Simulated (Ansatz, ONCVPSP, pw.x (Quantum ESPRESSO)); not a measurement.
# Equation-of-state test of one ONCV potential (germanium (Ge))

```json
{"Element": "germanium (Ge)", "Generator": "ONCVPSP 4.0.1.1 (patched build)", "Type": "optimised norm-conserving Vanderbilt (ONCV)", "Functional": "PBE", "Relativity": "scalar-relativistic", "Frozen core": "[Ar] 3d10", "Valence charge": "4", "Reference configuration": "4s2 4p2", "Partial waves": "4s: rc 1.80 bohr, ncon 3, nbas 7, qcut 4.3 1/bohr, 2 projectors, debl 1.1 Ha; 4p: rc 1.85 bohr, ncon 4, nbas 8, qcut 4.2 1/bohr, 2 projectors, debl 3.2 Ha", "Local potential": "polynomial inside 1.60 bohr (lpopt 5, dvloc0 0 Ha)", "Core correction": "Teter function, fcfact 3.25, rcfact 1.3"}
```

Atomic tests: cutoffs needed: 7.8 Ha and 14 Ha (the cutoffs (Ha) at which the residual kinetic energy of the hardest occupied pseudo-wave falls to 1 and 0.1 mHa per electron); ghost test: no bound ghost flagged; GHOST(+) flagged for s at 112.1 eV; largest excitation error: -117 meV (all-electron minus pseudo) for 4s1 4p0, out of 4 test configurations.

Crystal test: bcc Ge in pw.x 7.5, no spin, 14³ k-points, Fermi–Dirac smearing 0.01 Ry, cutoffs 50/200 Ry. The reference is all-electron LAPW (Ansatz 0.2.0) with the same functional, mesh and smearing; V0 and B0 come from Birch–Murnaghan fits to the pressures at five volumes. Errors are pseudo minus all-electron; Δ is the rms difference of the E(V) curves that follow from these fits, minima aligned, over ±6 % about the mean V0. Mesh and smearing are coarse, so the numbers serve the comparison and aren't converged zero-temperature values; the lattice is a test structure that the element need not adopt.

```json
{"V (Å³/atom)": "18.392", "P all-electron (GPa)": "3.30", "P pseudo (GPa)": "-12.20"}
{"V (Å³/atom)": "18.876", "P all-electron (GPa)": "1.36", "P pseudo (GPa)": "-12.73"}
{"V (Å³/atom)": "19.360", "P all-electron (GPa)": "-0.33", "P pseudo (GPa)": "-13.17"}
{"V (Å³/atom)": "19.844", "P all-electron (GPa)": "-1.80", "P pseudo (GPa)": "-13.54"}
{"V (Å³/atom)": "20.328", "P all-electron (GPa)": "-3.08", "P pseudo (GPa)": "-13.83"}
```

All-electron: a0 = 3.377 Å (V0 = 19.26 Å³/atom), B0 = 64.5 GPa.

Pseudopotential: mean pressure error (GPa): -12.99. The pressure does not cross zero within the volumes sampled, so no fit is given. This is a poor potential for the solid.

**Question.** At the middle volume, how do free energy and pressure move when the wave cutoff is lowered (ecutrho kept at four times it)?

**Answer.**

```csv
cutoff (Ry),shift of F (meV/atom),shift of P (GPa)
22,+9.3,-0.00
30,+4.3,-0.06
40,+1.1,+0.02
```

The run at the middle volume (104 k-points, 6 iterations) took about 10 s on one core of a shared host (Neoverse-N1, 64 threads, 124 GiB, load 56).
